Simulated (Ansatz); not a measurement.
Crystal: BaTiO3.

```
Ba Ti O
1.0
     3.99980    0.00000    0.00000
     0.00000    3.99980    0.00000
     0.00000    0.00000    4.01800
Ba Ti O
1 1 3
Direct
  0.99557 0.99064 0.00350
  0.50254 0.49192 0.46877
  0.47922 0.51432 0.00641
  0.50273 0.00330 0.50938
  0.01995 0.49981 0.53994
```

```yaml
Program: Ansatz 0.2.0
Task: relaxation of cell and atoms
Functional: PBEsol
Dispersion: D3(BJ)
Potentials_or_basis: Ansatz PAW
Cutoff: "420 eV (not typed: the program's choice for these potentials)"
k_mesh: 7 × 7 × 7
Occupations: fermi-dirac, width 0.05 eV
Spin: no spin polarisation
```

At the start: volume 12.86 Å³/atom.

Problem. Where does the relaxation end?

Solution. It ends after 8 steps and the volume is 12.35 Å³/atom (-3.9 %); space group R3m (No. 160, to 0.05 Å).

The path:
```csv
step,energy change (eV),largest force (eV/Å),volume (Å³)
1,0.0000,1.3326,64.28
2,-0.0605,1.4383,62.64
3,-0.2392,0.0721,61.55
4,-0.2406,0.0052,61.83
5,-0.2411,0.0033,61.85
6,-0.2337,0.0033,61.85
7,-0.2342,0.0050,61.76
8,-0.2338,0.0050,61.76
```

Final structure:
```xyz
5
Lattice="3.9526 0.0021 0.0022 0.0021 3.9522 0.0021 0.0022 0.0022 3.9533" Properties=species:S:1:pos:R:3 pbc="T T T"
Ba    3.9380    3.9378    0.0096
Ti    1.9280    1.9284    1.9498
O     1.9947    1.9944    0.0569
O     1.9950    0.0338    2.0176
O     0.0342    1.9945    2.0176
```

Caveat: the plane-wave basis is chosen anew once the cell has moved, so the energies of steps on either side of that aren't comparable; the pressure holds a Pulay correction of +0.6 GPa for the finite cutoff; the PAW data sets come from PBE, with cores solved anew for the run's functional, which leaves a small shift of forces and pressure.
